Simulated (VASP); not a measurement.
# Sb (I4/mmm) in VASP: further runs

The runs below take Sb through single point, with r2SCAN.

Program: VASP 6.6.1. These are calculated values, not measurements. Logs are shortened: lines on timing, memory, paths and dates and some standing lists are left out, and cuts for length are marked.

### 1 Starting point

The structure is tetragonal, space group I4/mmm (No. 139). Conventional cell: a = 3.153 Å, b = 3.153 Å, c = 5.424 Å, α = 90.00°, β = 90.00°, γ = 90.00°. Sb (site symmetry 4/mmm) has 12 Sb at 3.15 to 3.51 Å as nearest neighbours.

This isn't the form of Sb at room conditions, which is rhombohedral.

### 2 Single point, r2SCAN

INCAR

```
SYSTEM = Sb
PREC = Low
ENCUT = 500
EDIFF = 1E-6
ISMEAR = 0
SIGMA = 0.1
LREAL = .FALSE.
LASPH = .TRUE.
NELM = 100
ALGO = Normal
ISIF = 2
LWAVE = .FALSE.
LCHARG = .FALSE.
METAGGA = R2SCAN
LMIXTAU = .TRUE.
ADDGRID = .FALSE.
```

KPOINTS

```
regular mesh
0
G
  15 15 15
  0 0 0
```

POSCAR

```
Sb
1.0
   -1.5638750000      1.6131910000      2.7402030000
    1.6104090000     -1.5604430000      2.7365900000
    1.5281950000      1.5247630000     -2.7095380000
Sb
1
Direct
    0.0004760000      0.0218010000      0.0165680000
```

Potentials or basis: VASP PAW PBE potentials, release 64 (Sb).

Launch:

```bash
$ cat potpaw_PBE.64/Sb/POTCAR > POTCAR
$ mpirun -np 1 vasp_std > vasp.out
```

OUTCAR:

```text
SYSTEM = Sb
   PREC = Low
   ENCUT = 500
   EDIFF = 1E-6
   ISMEAR = 0
   LREAL = .FALSE.
   LASPH = .TRUE.
   NELM = 100
   ISIF = 2
   METAGGA = R2SCAN

 Found   1688 irreducible k-points:

 Following reciprocal coordinates:
            Coordinates               Weight
  0.000000  0.000000  0.000000      1.000000
  0.066667 -0.000000  0.000000      2.000000
  0.133333 -0.000000  0.000000      2.000000
  0.200000 -0.000000 -0.000000      2.000000
  0.266667 -0.000000  0.000000      2.000000
  0.333333 -0.000000  0.000000      2.000000
   k-points           NKPTS =   1688   k-points in BZ     NKDIM =   1688   number of bands    NBANDS=      6
   number of dos      NEDOS =    301   number of ions     NIONS =      1
   total plane-waves  NPLWV =   8000
   dimension x,y,z NGX =    20 NGY =   20 NGZ =   20
   dimension x,y,z NGXF=    20 NGYF=   20 NGZF=   20
   ions per type =               1
   NGX,Y,Z   is equivalent  to a cutoff of   9.38,  9.40,  9.60 a.u.
   NGXF,Y,Z  is equivalent  to a cutoff of   9.38,  9.40,  9.60 a.u.
 SYSTEM =  Sb
   PREC   = low       normal or accurate (medium, high low for compatibility)
   ISTART =      0    job   : 0-new  1-cont  2-samecut
   ICHARG =      2    charge: 1-file 2-atom 10-const
   ISPIN  =      1    spin polarized calculation?
   LNONCOLLINEAR =      F non collinear calculations
   LSORBIT =      F    spin-orbit coupling
   LASPH  =      T    aspherical Exc in radial PAW
   ENCUT  =  500.0 eV  36.75 Ry    6.06 a.u.   6.46  6.45  6.32*2*pi/ulx,y,z
   NELM   =    100;   NELMIN=  2; NELMDL= -5     # of ELM steps
   EDIFF  = 0.1E-05   stopping-criterion for ELM
   LREAL  =      F    real-space projection
   EDIFFG = 0.1E-04   stopping-criterion for IOM
   NSW    =      0    number of steps for IOM
   IBRION =     -1    ionic relax: 0-MD 1-quasi-New 2-CG
   NFREE  =      0    steps in history (QN), initial steepest desc. (CG)
   ISIF   =      2    stress and relaxation
   ISYM   =      2    0-nonsym 1-usesym 2-fastsym
   POTIM  = 0.5000    time-step for ionic-motion
   TEBEG  =    0.0;   TEEND  =   0.0 temperature during run
   PSTRESS=    0.0 pullay stress
   NELECT =       5.0000    total number of electrons
   NUPDOWN=      -1.0000    fix difference up-down
   EMIN   =  10.00;   EMAX   =-10.00  energy-range for DOS
   EFERMI =   0.00;   METHOD = LEGACY
   ISMEAR =     0;   SIGMA  =   0.10  broadening in eV -4-tet -1-fermi 0-gaus
   EFERMI_NEDOS =   21; number of points for ismear=-14 and -15
   IALGO  =     38    algorithm
   IMIX   =      4    mixing-type and parameters
     AMIX     =   0.40;   BMIX     =  1.00
     AMIX_MAG =   1.60;   BMIX_MAG =  1.00
  volume/ion in A,a.u.               =      26.96       181.95
  Fermi-wavevector in a.u.,A,eV,Ry     =   0.933573  1.764197 11.858272  0.871558
  Thomas-Fermi vector in A             =   2.060288
   LORBIT       =      0    0 simple, 1 ext, 2 COOP (PROOUT), +10 PAW based schemes
   METAGGA = R2SCAN    functional components
   LHFCALC =     F    Hartree Fock is set to
   AEXX    =    0.0000 exact exchange contribution
   IVDW    =     0    specifies the selected vdW correction
   LEPSILON=     F    determine dielectric tensor
   LRPA    =     F    only Hartree local field effects (RPA)
 non-spin polarized calculation
 Gauss-broadening in eV      SIGMA  =   0.10
  energy-cutoff  :      500.00
  volume of cell :       26.96
 maximum number of plane-waves:       702
   NGX = 13   NGY = 13   NGZ = 13

 number of electron       5.0000008 magnetization

 Free energy of the ion-electron system (eV)
  ---------------------------------------------------
  ext. energy  EPLUGINS =         0.00000000
  ---------------------------------------------------
  free energy    TOTEN  =       -25.26706687 eV

  energy without entropy =      -25.26359289  energy(sigma->0) =      -25.26532988

 E-fermi :   8.4974     XC(G=0): -10.7774

 val. band max:        8.4957600205   @ k =  -0.4000  -0.4667   0.3333
 cond. band min:       8.5000458256   @ k =   0.1333  -0.0000   0.4000
 fundamental gap:      0.0042858051
 Fermi energy:         8.4973746575

 k-point     1 :       0.0000    0.0000    0.0000
  band No.  band energies     occupation
      1      -5.1331      2.00000
      2      13.1625      0.00000
      3      14.2012      0.00000
      4      14.2549      0.00000
      5      18.1078      0.00000
      6      19.3445      0.00000

 k-point     2 :       0.0667   -0.0000    0.0000
  band No.  band energies     occupation
      1      -5.0402      2.00000
      2      12.7385      0.00000
      3      13.5315      0.00000
      4      14.2101      0.00000
      5      18.3613      0.00000
      6      18.6671      0.00000

 k-point     3 :       0.1333   -0.0000    0.0000
  band No.  band energies     occupation
      1      -4.7625      2.00000
      2      11.1383      0.00000
      3      12.7415      0.00000
      4      14.1839      0.00000
      5      17.5303      0.00000
      6      18.6428      0.00000

 k-point     4 :       0.2000   -0.0000   -0.0000
  band No.  band energies     occupation
      1      -4.3031      2.00000
      2       9.1017      0.00000
      3      12.0721      0.00000
      4      14.1715      0.00000
      5      16.7056      0.00000
      6      18.5890      0.00000

 k-point     5 :       0.2667   -0.0000    0.0000
  band No.  band energies     occupation
      1      -3.6702      2.00000
      2       7.0800      2.00000
      3      11.4572      0.00000
      4      14.1903      0.00000
      5      16.0598      0.00000
      6      18.5932      0.00000

 k-point     6 :       0.3333   -0.0000    0.0000
  band No.  band energies     occupation
      1      -2.8851      2.00000
      2       5.2065      2.00000
      3      10.9522      0.00000
      4      14.2413      0.00000
      5      15.5836      0.00000
      6      18.7105      0.00000

 [... further k-points ...]

------------------------ aborting loop because EDIFF is reached ----------------------------------------

  FORCE on cell =-STRESS in cart. coord.  units (eV):
  Direction    XX          YY          ZZ          XY          YZ          ZX
  --------------------------------------------------------------------------------------
  -------------------------------------------------------------------------------------
  Total        0.1602458      0.1551000      0.3389223     -0.0964749      0.0510958      0.0455333
  in kB        9.5224249      9.2166416     20.1400692     -5.7329119      3.0363068      2.7057663
  external PRESSURE =      12.9597119 kB  Pullay stress =       0.0000000 kB

 VOLUME and BASIS-vectors are now :
 -----------------------------------------------------------------------------
  energy-cutoff  :      500.00
  volume of cell :       26.96
      direct lattice vectors                 reciprocal lattice vectors
    -1.563875000  1.613191000  2.740203000     0.002055809  0.316948054  0.179518554
     1.610409000 -1.560443000  2.736590000     0.317083613  0.001847581  0.179876686
     1.528195000  1.524763000 -2.709538000     0.322328449  0.322401118 -0.005843793

 POSITION                                       TOTAL-FORCE (eV/Angst)
 -----------------------------------------------------------------------------------
      0.05968     -0.00799      0.01607         0.000000      0.000000     -0.000000
 -----------------------------------------------------------------------------------
    total drift:                               -0.000007      0.000008     -0.000011

  FREE ENERGIE OF THE ION-ELECTRON SYSTEM (eV)
  ---------------------------------------------------
  free  energy   TOTEN  =       -25.2670668677 eV

  energy  without entropy=      -25.2635928909  energy(sigma->0) =      -25.26532988
```

It took 4.1 min on 1 thread of Intel Xeon 6975P-C (Granite Rapids), shared host; peak memory 0.37 GiB.

The run converged, but some of its settings lie outside the range that counts as converged, so its numbers aren't taken as properties of the crystal.

Results:

* Free energy: -25.2671 eV
* Pressure: 1.3 GPa
* Band gap on the k mesh: none (metal or under the smearing width)

Caveat: the PAW data sets were made with another functional, which shifts forces and pressure a little.

### 3 Single point, r2SCAN

INCAR, as its differences from that of step 2:

```diff
@@ -1,3 +1,3 @@
 SYSTEM = Sb
-PREC = Low
+PREC = Normal
 ENCUT = 500
```

KPOINTS is that of step 2.

POSCAR

```
Sb
1.0
   -1.5765401831      1.5765401831      2.7119384313
    1.5765401831     -1.5765401831      2.7119384313
    1.5765401831      1.5765401831     -2.7119384313
Sb
1
Direct
    0.0000000000      0.0000000000      0.0000000000
```

Potentials or basis: VASP PAW PBE potentials, release 64 (Sb).

Launch:

```bash
$ cat potpaw_PBE.64/Sb/POTCAR > POTCAR
$ mpirun -np 1 vasp_std > vasp.out
```

It took 43 s on 1 thread of Intel Xeon 6975P-C (Granite Rapids), shared host; peak memory 0.16 GiB.

The run converged, but some of its settings lie outside the range that counts as converged, so its numbers aren't taken as properties of the crystal.

Results:

```yaml
Free_energy: -25.2631 eV
Pressure: 1.2 GPa
Band_gap_on_the_k_mesh: none (metal or under the smearing width)
```

Caveat: the PAW data sets were made with another functional, which shifts forces and pressure a little.

### 4 Single point, r2SCAN

INCAR is that of step 3.

KPOINTS is that of step 3.

POSCAR

```
Sb
1.0
   -1.5638750000      1.6131910000      2.7402030000
    1.6104090000     -1.5604430000      2.7365900000
    1.5281950000      1.5247630000     -2.7095380000
Sb
1
Direct
    0.0004760000      0.0218010000      0.0165680000
```

Launch:

```bash
$ cat potpaw_PBE.64/Sb/POTCAR > POTCAR
$ mpirun -np 1 vasp_std > vasp.out
```

Run time: 4.2 min. Hardware: 1 thread of Intel Xeon 6975P-C (Granite Rapids), shared host; peak memory 0.38 GiB.

The run converged, but some of its settings lie outside the range that counts as converged, so its numbers aren't taken as properties of the crystal.

What came out:

```
Free energy            : -25.2671 eV
Pressure               : 1.3 GPa
Band gap on the k mesh : none (metal or under the smearing width)
```

Caveat: the PAW data sets were made with another functional, which shifts forces and pressure a little.

### 5 Single point, r2SCAN

INCAR, as its differences from that of step 4:

```diff
@@ -1,3 +1,3 @@
 SYSTEM = Sb
-PREC = Normal
+PREC = Accurate
 ENCUT = 500
@@ -6,3 +6,3 @@
 SIGMA = 0.1
-LREAL = .FALSE.
+LREAL = Auto
 LASPH = .TRUE.
```

KPOINTS is that of step 4.

POSCAR

```
Sb
1.0
   -1.5765401831      1.5765401831      2.7119384313
    1.5765401831     -1.5765401831      2.7119384313
    1.5765401831      1.5765401831     -2.7119384313
Sb
1
Direct
    0.0000000000      0.0000000000      0.0000000000
```

Launch:

```bash
$ cat potpaw_PBE.64/Sb/POTCAR > POTCAR
$ mpirun -np 1 vasp_std > vasp.out
```

It took 2.1 min on 1 thread of Intel Xeon 6975P-C (Granite Rapids), shared host; peak memory 0.18 GiB.

These settings aren't checked as converged: the numbers below hold their error.

What came out:

```
Free energy            : -25.2640 eV
Pressure               : 1.1 GPa
Band gap on the k mesh : none (metal or under the smearing width)
```

Caveat: the PAW data sets were made with another functional, which shifts forces and pressure a little.

### 6 Single point, r2SCAN

INCAR is that of step 5.

KPOINTS is that of step 5.

POSCAR

```
Sb
1.0
   -1.5638750000      1.6131910000      2.7402030000
    1.6104090000     -1.5604430000      2.7365900000
    1.5281950000      1.5247630000     -2.7095380000
Sb
1
Direct
    0.0004760000      0.0218010000      0.0165680000
```

Potentials or basis: VASP PAW PBE potentials, release 64 (Sb).

Launch:

```bash
$ cat potpaw_PBE.64/Sb/POTCAR > POTCAR
$ mpirun -np 1 vasp_std > vasp.out
```

OUTCAR:

```text
SYSTEM = Sb
   PREC = Accurate
   ENCUT = 500
   EDIFF = 1E-6
   ISMEAR = 0
   LREAL = Auto
   LASPH = .TRUE.
   NELM = 100
   ISIF = 2
   METAGGA = R2SCAN

 Found   1688 irreducible k-points:

 Following reciprocal coordinates:
            Coordinates               Weight
  0.000000  0.000000  0.000000      1.000000
  0.066667 -0.000000  0.000000      2.000000
  0.133333 -0.000000  0.000000      2.000000
  0.200000 -0.000000 -0.000000      2.000000
  0.266667 -0.000000  0.000000      2.000000
  0.333333 -0.000000  0.000000      2.000000
   k-points           NKPTS =   1688   k-points in BZ     NKDIM =   1688   number of bands    NBANDS=      6
   number of dos      NEDOS =    301   number of ions     NIONS =      1
   total plane-waves  NPLWV =  21952
   dimension x,y,z NGX =    28 NGY =   28 NGZ =   28
   dimension x,y,z NGXF=    56 NGYF=   56 NGZF=   56
   ions per type =               1
   NGX,Y,Z   is equivalent  to a cutoff of  13.14, 13.16, 13.44 a.u.
   NGXF,Y,Z  is equivalent  to a cutoff of  26.27, 26.31, 26.87 a.u.
 SYSTEM =  Sb
   PREC   = accura    normal or accurate (medium, high low for compatibility)
   ISTART =      0    job   : 0-new  1-cont  2-samecut
   ICHARG =      2    charge: 1-file 2-atom 10-const
   ISPIN  =      1    spin polarized calculation?
   LNONCOLLINEAR =      F non collinear calculations
   LSORBIT =      F    spin-orbit coupling
[... 57 lines left out ...]
 fundamental gap:      0.0041403575
 Fermi energy:         8.4974919647

 k-point     1 :       0.0000    0.0000    0.0000
  band No.  band energies     occupation
      1      -5.1335      2.00000
      2      13.1623      0.00000
      3      14.2011      0.00000
      4      14.2548      0.00000
      5      18.1088      0.00000
      6      19.3452      0.00000
[... 37 lines left out ...]
 k-point     6 :       0.3333   -0.0000    0.0000
  band No.  band energies     occupation
      1      -2.8854      2.00000
      2       5.2066      2.00000
      3      10.9522      0.00000
      4      14.2412      0.00000
      5      15.5842      0.00000
      6      18.7109      0.00000

 [... further k-points ...]

------------------------ aborting loop because EDIFF is reached ----------------------------------------

  FORCE on cell =-STRESS in cart. coord.  units (eV):
  Direction    XX          YY          ZZ          XY          YZ          ZX
  --------------------------------------------------------------------------------------
  -------------------------------------------------------------------------------------
  Total        0.1608294      0.1559872      0.3410223     -0.0975179      0.0493448      0.0474545
  in kB        9.5571001      9.2693602     20.2648565     -5.7948915      2.9322593      2.8199272
  external PRESSURE =      13.0304390 kB  Pullay stress =       0.0000000 kB

 VOLUME and BASIS-vectors are now :
 -----------------------------------------------------------------------------
  energy-cutoff  :      500.00
  volume of cell :       26.96
      direct lattice vectors                 reciprocal lattice vectors
    -1.563875000  1.613191000  2.740203000     0.002055809  0.316948054  0.179518554
     1.610409000 -1.560443000  2.736590000     0.317083613  0.001847581  0.179876686
     1.528195000  1.524763000 -2.709538000     0.322328449  0.322401118 -0.005843793

 POSITION                                       TOTAL-FORCE (eV/Angst)
 -----------------------------------------------------------------------------------
      0.05968     -0.00799      0.01607         0.000000      0.000000     -0.000000
 -----------------------------------------------------------------------------------
    total drift:                                0.000000      0.000000     -0.000000

  FREE ENERGIE OF THE ION-ELECTRON SYSTEM (eV)
  ---------------------------------------------------
  free  energy   TOTEN  =       -25.2677542350 eV

  energy  without entropy=      -25.2642803766  energy(sigma->0) =      -25.26601731
```

OSZICAR:

```text
N       E                     dE             d eps       ncg     rms          rms(c)
DAV:   1    -0.135995404822E+02   -0.13600E+02   -0.16828E+03 20436   0.549E+02
DAV:   2    -0.256915864196E+02   -0.12092E+02   -0.11501E+02 28818   0.762E+01
DAV:   3    -0.258846973836E+02   -0.19311E+00   -0.19068E+00 24252   0.106E+01
DAV:   4    -0.258854745546E+02   -0.77717E-03   -0.77696E-03 28230   0.859E-01
DAV:   5    -0.258854773921E+02   -0.28375E-05   -0.28378E-05 25296   0.390E-02    0.152E+00
DAV:   6    -0.251540745764E+02    0.73140E+00   -0.12593E-01 21630   0.346E+00    0.989E-01
DAV:   7    -0.253246941568E+02   -0.17062E+00   -0.11146E-01 20328   0.307E+00    0.150E-01
DAV:   8    -0.252673640516E+02    0.57330E-01   -0.60549E-02 21078   0.235E+00    0.763E-02
DAV:   9    -0.252666300820E+02    0.73397E-03   -0.58269E-04 26676   0.238E-01    0.952E-02
DAV:  10    -0.252655298329E+02    0.11002E-02   -0.17923E-03 20496   0.408E-01    0.392E-02
DAV:  11    -0.252672847563E+02   -0.17549E-02   -0.11973E-03 21108   0.390E-01    0.402E-02
DAV:  12    -0.252674832937E+02   -0.19854E-03   -0.14732E-04 21402   0.119E-01    0.292E-02
DAV:  13    -0.252675072159E+02   -0.23922E-04   -0.56771E-06 28278   0.243E-02    0.285E-02
DAV:  14    -0.252675058595E+02    0.13563E-05   -0.15369E-06 20580   0.129E-02    0.271E-02
DAV:  15    -0.252677489201E+02   -0.24306E-03   -0.20443E-04 20316   0.185E-01    0.693E-03
DAV:  16    -0.252677540272E+02   -0.51071E-05   -0.86998E-06 27012   0.285E-02    0.584E-03
DAV:  17    -0.252677542350E+02   -0.20778E-06   -0.35351E-07 11664   0.653E-03
   1 F= -.25267754E+02 E0= -.25266017E+02  d E =-.347386E-02
```

Run time: 12 min. Hardware: 1 thread of Intel Xeon 6975P-C (Granite Rapids), shared host; peak memory 0.3 GiB.

The run converged, but some of its settings lie outside the range that counts as converged, so its numbers aren't taken as properties of the crystal.

Results:

```yaml
Free_energy: -25.2678 eV
Pressure: 1.3 GPa
Band_gap_on_the_k_mesh: none (metal or under the smearing width)
```

Caveat: the PAW data sets were made with another functional, which shifts forces and pressure a little.
